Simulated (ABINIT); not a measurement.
BAs: single point with PBE

Crystal: BAs.

```
As B
1.0
     0.00000    2.38850    2.38850
     2.38850    0.00000    2.38850
     2.38850    2.38850    0.00000
As B
1 1
Cartesian
  3.5827 3.5827 3.5827
  0.0000 0.0000 0.0000
```

```yaml
Program: ABINIT 10.8.3 (patched build)
Task: single point
Functional: PBE
Potentials_or_basis: JTH PAW PBE v2.0 sp
Cutoff: 272 eV
k_mesh: 8 × 8 × 8
Occupations: fermi-dirac, width 0.05 eV
Spin: no spin polarisation
Fine-grid_cutoff: 544.228 eV
Exchange_and_correlation_inside_the_PAW_spheres: full angular mesh (pawxcdev 0, this build's default; the released program takes 1)
```

The pressure is 2.9 GPa and the band gap on the k mesh is 1.20 eV, indirect (least direct gap 3.31 eV). The valence electrons inside the program's atomic spheres are As 2.81; B 1.76.

Levels at points of the mesh, in eV from the valence-band top:
```csv
k point,band 2,band 3,band 4,band 5,band 6,band 7
"(0.00, 0.00, 0.00)",0.00,0.00,0.00,3.31,3.31,3.31
"(0.50, 0.00, 0.00)",-8.79,-1.81,-1.81,2.72,4.84,4.84
"(0.50, 0.50, 0.00)",-8.54,-4.07,-4.07,1.44,1.45,11.53
```

Wall time 5.9 s on 1 thread of Arm Neoverse N1, with other jobs on the host, peak memory 0.08 GiB.

Caveat: this set keeps more shells in the core, which shifts pressures and gaps. A k mesh can miss the band edges.
